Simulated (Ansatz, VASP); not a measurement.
# One calculation of InP, two programs

```
In P
1.0
     2.89909    2.89909    0.00000
    -2.89909    2.89909    0.00000
     0.00000    2.89909    2.92924
In P
1 1
Direct
  0.00000 0.00000 0.00000
  0.75000 0.25000 0.50000
```

Change from the starting cell: in-plane strain -0.005, out-of-plane length and atoms relaxed by PAW.

Alike in both runs: functional LDA; k mesh 8 × 8 × 8; no spin polarisation.

Ansatz relaxed the structure, and its values are those at the end. VASP's run is a single point on that final structure, the one shown.

|  | VASP | Ansatz |
| --- | --- | --- |
| version | VASP 6.6.1 | Ansatz 0.2.0 |
| potentials or method | VASP PAW LDA potentials, release 64 (In_d, P) | PAW with Ansatz's default frozen-core files, scalar-relativistic |
| plane-wave cutoff (eV) | 520 | 420 |
| occupations | gaussian, width 0.01 eV | fixed |
| valence electrons in the cell | 18 | 18 |

|  | VASP | Ansatz | Ansatz less VASP |
| --- | --- | --- | --- |
| pressure (GPa) | 0.3 | 0.3 | -0.02 |
